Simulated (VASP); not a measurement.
Crystal: Cu3N.

```
Cu N
1.0
     3.80700    0.00000    0.00000
     0.00000    3.80700    0.00000
     0.00000    0.00000    3.80700
Cu N
3 1
Direct
  0.50000 0.00000 0.00000
  0.00000 0.50000 0.00000
  0.00000 0.00000 0.50000
  0.00000 0.00000 0.00000
```

| Quantity | Value |
| --- | --- |
| Program | VASP 6.6.1 |
| Task | relaxation of cell and atoms |
| Functional | PBEsol |
| Potentials or basis | VASP PAW PBE potentials, release 64 (Cu, N) |
| Cutoff | 600 eV |
| k mesh | 10 × 10 × 10 |
| Occupations | methfessel-paxton, width 0.1 eV |
| Spin | no spin polarisation |

At the start: pressure -3.5 GPa; volume 13.79 Å³/atom.

How do energy, volume and symmetry change on relaxing?

Over 3 steps the energy falls by 4.4 meV/atom and the volume is 13.40 Å³/atom (-2.8 %); space group Pm-3m (No. 221, to 0.05 Å).

Step by step:
| step | energy change (eV) | largest force (eV/Å) | pressure (GPa) | volume (Å³) |
| --- | --- | --- | --- | --- |
| 1 | 0.0000 | 0.0000 | -3.49 | 55.18 |
| 2 | -0.0127 | 0.0000 | 1.98 | 52.81 |
| 3 | -0.0178 | 0.0000 | 0.01 | 53.60 |

Final structure:
```
CELL_PARAMETERS angstrom
3.77050 0.00000 0.00000
0.00000 3.77050 0.00000
0.00000 0.00000 3.77050
ATOMIC_POSITIONS crystal
Cu 0.50000 0.00000 0.00000
Cu 0.00000 0.50000 0.00000
Cu 0.00000 0.00000 0.50000
N 0.00000 0.00000 0.00000
```

Caveat: the PAW data sets were made with another functional, which shifts forces and pressure a little.
